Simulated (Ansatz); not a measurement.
Cu Kα1 powder pattern (kinematic, no thermal factors).
| 2θ (°) | relative intensity |
| --- | --- |
| 26.96 | 64 |
| 38.50 | 100 |
| 47.63 | 23 |
| 55.58 | 64 |
| 62.84 | 10 |
| 69.65 | 22 |
| 76.17 | 11 |
| 82.51 | 11 |
| 88.76 | 6 |

The pattern is computed from a structure relaxed with DFT PBE, scalar-relativistic, plane waves, PAW in Ansatz 0.2.0. No spin polarisation. Its elements are P.

Question: Give the structure.

Answer: P.
Space group Im-3m (No. 229). a = 4.673 Å, b = 4.673 Å, c = 4.673 Å, α = 90.00°, β = 90.00°, γ = 90.00°
| atom | site | symmetry | x | y | z |
| --- | --- | --- | --- | --- | --- |
| P | 6b | 4/mm.m | 0.5000 | 0.0000 | 0.0000 |

A pattern alone doesn't exclude other cells with like lines; this is the one computed.

Another cell of P relaxed alike, in Pm-3m, lies 0.58 eV/atom lower, so this cell isn't the stable form at this level.

The cell was found from a structure generator's guess, not taken from experiment.
